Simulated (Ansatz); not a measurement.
# Si: the cost of one run

Computed with Ansatz 0.2.0 (DFT PBE+D3(BJ), scalar-relativistic, plane waves, PAW, unless a step's input says otherwise).

5 further runs of the same task are left out: 2 that didn't finish, 3 set aside as unsound or not needed.

## 1. The system as given

Symmetry: Fm-3m, No. 225, cubic system. Conventional cell: a = 3.801 Å, b = 3.801 Å, c = 3.801 Å, α = 90.00°, β = 90.00°, γ = 90.00°. Si (site symmetry m-3m) is surrounded by 12 Si at 2.69 Å.

As a file:

```cif
data_structure
_symmetry_space_group_name_H-M 'Fm-3m'
_symmetry_Int_Tables_number 225
_cell_length_a 3.8010
_cell_length_b 3.8010
_cell_length_c 3.8010
_cell_angle_alpha 90.000
_cell_angle_beta 90.000
_cell_angle_gamma 90.000
_cell_volume 54.92
loop_
_atom_site_label
_atom_site_type_symbol
_atom_site_symmetry_multiplicity
_atom_site_Wyckoff_symbol
_atom_site_fract_x
_atom_site_fract_y
_atom_site_fract_z
_atom_site_occupancy
Si1 Si 4 a 0.00000 0.00000 0.00000 1
```

It goes back to an entry of the Materials Project, which need not be the stable form.

It is built from the cell relaxed beforehand with the same method (13.73 Å³/atom).

## 2. The reference cell

The cell is repeated 8 times, 8 atoms in all. The reference gives a free energy of -5085.7804 eV, pressure -0.62 GPa, largest force 0.000 eV/Å and gap on the mesh none (metal). It was computed beforehand with the settings of the runs below.

## 3. Next: moving one atom along a line

Atom 1 (Si) is moved by x along the Cartesian unit vector (0.707, -0.707, 0.000); the cell and all other atoms stay fixed. Forces below are components along that vector, summed over the moved atoms. In a periodic cell its images move with it.

## 4. Point x = -0.300 Å

Contents of input.yaml:

```yaml
crystal:
  lattice:
    - [0.0, 3.801040887, 3.801040887]
    - [3.801040887, 0.0, 3.801040887]
    - [3.801040887, 3.801040887, 0.0]
  atoms:
    - { symbol: Si, position: [0.0558089325, -0.0558089325, 0.0] }
    - { symbol: Si, position: [0.0, 0.0, 0.5] }
    - { symbol: Si, position: [0.0, 0.5, 0.0] }
    - { symbol: Si, position: [0.0, 0.5, 0.5] }
    - { symbol: Si, position: [0.5, 0.0, 0.0] }
    - { symbol: Si, position: [0.5, 0.0, 0.5] }
    - { symbol: Si, position: [0.5, 0.5, 0.0] }
    - { symbol: Si, position: [0.5, 0.5, 0.5] }
basis:
  ecutwfc: 420
kpoints:
  mp_grid: { grid: [14, 14, 14] }
hamiltonian:
  xc: pbe
  dispersion: d3bj
scf:
  occupations: { method: gaussian, width: 0.15 }
output:
  forces: true
  stress: true
  eigenvalues: true
```

Run with:

```sh
$ ansatz run input.yaml --threads 1 --pin off --max-ram 2560MiB --backend cpu --events-out ev --progress --plain --runs-dir out
```

What time and memory should one allow on 1 thread of Arm Neoverse V2, shared host?

About 73 s, with a peak of 1.1 GiB.
